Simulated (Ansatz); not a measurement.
**GaN in Ansatz: convergence with xc grid**

Input of the first run (xc grid 1); the others differ in this setting and in those tied to it:

input.yaml

```yaml
crystal:
  lattice:
    - [3.18, 0.0, 0.0]
    - [-1.59, 2.753960784, 0.0]
    - [0.0, 0.0, 5.166]
  atoms:
    - { symbol: Ga, position: [0.6666666667, 0.3333333333, 0.5] }
    - { symbol: Ga, position: [0.3333333333, 0.6666666667, 0.0] }
    - { symbol: "N", position: [0.6666666667, 0.3333333333, 0.875] }
    - { symbol: "N", position: [0.3333333333, 0.6666666667, 0.375] }
hamiltonian:
  xc: pbe
  pseudopotentials: { kind: nc }
kpoints:
  mp_grid: { grid: [8, 8, 5] }
scf:
  occupations: { method: gaussian, width: 0.05 }
output:
  forces: true
  stress: true
  eigenvalues: true
basis:
  xc_grid: 1
```

Potentials or basis: Ansatz NC.

The run is started by

```sh
$ ansatz run input.yaml --threads 2 --pin off --max-ram 5632MiB --backend cpu --events-out ev --progress --plain --runs-dir out
```

Hardware: 2 threads of Intel(R) Xeon(R) Processor @ 2.50GHz (Skylake/Cascade Lake), on a shared host.

```tsv
xc grid	energy less the tightest run, at zero smearing (meV/atom)	SCF cycles	CPU time (s)	peak memory (GiB)
1	0.00	8	16	0.37
2	0.00	8	16	0.38
3	0.00	8	17	0.44
4	0.00	8	18	0.58
5	0.00	8	21	0.82
```

Against the tightest run, the energy stays within 1 meV/atom from 1 on. The tightest run that finished is the yardstick and may itself not be fully converged.

Caveat, for the tightest run too: odd divisions of the mesh miss points on the zone boundary, where band edges often lie, so the gap on the mesh can be too wide.
